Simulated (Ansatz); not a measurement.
**Te2Pt: a single-point run**

Aim: a sound single-point run of Te2Pt. The structure is shown as the input types it.

The COD entry's cell or inner coordinates are ideal or old and differ from later refinements, so a difference from it is no clean test against experiment.

Computed with Ansatz 0.2.0 (density functional or hybrid calculation with the settings of its input, plane waves (as first typed), unless a step's input says otherwise).

1 further run of the same task is left out (it didn't finish).

## (1) The starting structure

Symmetry: P-3m1, No. 164, trigonal system. The conventional cell has a = 4.038 Å, b = 4.038 Å, c = 5.311 Å, α = 90.00°, β = 90.00°, γ = 120.00°. Te (site symmetry 3m) has 3 Pt at 2.70 Å as nearest neighbours. Pt (site symmetry -3m) has 6 Te at 2.70 Å as nearest neighbours.

Structure file:

```
Te Pt
1.0
     4.03817    0.00000    0.00000
    -2.01909    3.49716    0.00000
     0.00000    0.00000    5.31094
Te Pt
2 1
Direct
  0.33333 0.66667 0.25685
  0.66667 0.33333 0.74315
  0.00000 0.00000 0.00000
```

## (2) The run

File input.yaml:

```yaml
crystal:
  lattice:
    - [4.0381735148, 0.0, 0.0]
    - [-2.0190867574, 3.4971608487, 0.0]
    - [0.0, 0.0, 5.3109405973]
  atoms:
    - { symbol: Te, position: [0.3333333333, 0.6666666667, 0.2568471022] }
    - { symbol: Te, position: [0.6666666667, 0.3333333333, 0.7431528978] }
    - { symbol: Pt, position: [0.0, 0.0, 0.0] }
kpoints:
  mp_grid: { grid: [6, 6, 4] }
hamiltonian:
  xc: pbesol
scf:
  occupations: { method: gaussian, width: 1.5 }
  n_extra_bands: 4
output:
  forces: true
  stress: true
  eigenvalues: true
```

The run is started by

```console
> ansatz run input.yaml --threads 4 --pin off --max-ram 3686MiB --backend cpu --events-out ev --progress --plain --runs-dir out
```

What happens when this is run?

The run converged and reported no error. That alone doesn't make the input a sound one.

The suspect setting: scf.occupations.method is gaussian; scf.occupations.width is 1.5. Occupations are smeared over electronvolts, wider than many features of the bands.

To check: set scf.occupations.method to fermi_dirac and scf.occupations.width to 0.02.
